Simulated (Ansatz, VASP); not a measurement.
**ZrB2 in VASP and in Ansatz**

INCAR

```
SYSTEM = ZrB2
PREC = Accurate
ENCUT = 520
EDIFF = 1E-7
ISMEAR = -1
SIGMA = 0.05
LREAL = .False.
LASPH = .True.
NELM = 60
ALGO = Normal
ISIF = 2
LWAVE = .False.
LCHARG = .False.
GGA = PE
NBANDS = 16
```

The input KPOINTS:

```
regular mesh
0
Gamma
  10 10 8
  0 0 0
```

The input POSCAR:

```
ZrB2
1.0
    3.1909939893      0.0000000000      0.0000000000
   -1.5954969947      2.7634818581      0.0000000000
    0.0000000000      0.0000000000      3.5563980329
Zr B
1 2
Direct
    0.0000000000      0.0000000000      0.0000000000
    0.6666666667      0.3333333333      0.5000000000
    0.3333333333      0.6666666667      0.5000000000
```

Contents of input.yaml:

```yaml
crystal:
  lattice:
    - [3.1909939893, 0.0, 0.0]
    - [-1.5954969947, 2.7634818581, 0.0]
    - [0.0, 0.0, 3.5563980329]
  atoms:
    - { symbol: Zr, position: [0.0, 0.0, 0.0] }
    - { symbol: B, position: [0.6666666667, 0.3333333333, 0.5] }
    - { symbol: B, position: [0.3333333333, 0.6666666667, 0.5] }
kpoints:
  mp_grid: { grid: [10, 10, 8] }
scf:
  occupations: { method: fermi_dirac, width: 0.05 }
hamiltonian:
  xc: pbe
  pseudopotentials: { kind: all_electron, lapw: { basis_error: 0.001 } }
output:
  forces: true
  stress: true
  eigenvalues: true
```

Change from the starting cell: volume scaled by 1.02.

Alike in both runs: task single point; functional PBE; k mesh 10 × 10 × 8; occupations fermi-dirac, width 0.05 eV; no spin polarisation.

|  | VASP | Ansatz |
| --- | --- | --- |
| version | VASP 6.6.1 | Ansatz 0.2.0 |
| potentials or method | VASP PAW PBE potentials, release 64 (Zr_sv, B) | all-electron LAPW, scalar-relativistic |
| plane-wave cutoff (eV) | 520 | see its input |

```csv
,VASP,Ansatz,Ansatz less VASP
gap on the k mesh at the Fermi level (eV),none,none,-
pressure (GPa),-3.7,-3.8,-0.10
largest component of the traceless stress (GPa),1.04,1.04,0.000
```

A gap of «none» marks a metal or a gap that the smearing closes. Ansatz ran all-electron here, so the differences hold the error of VASP's frozen core and of both bases.
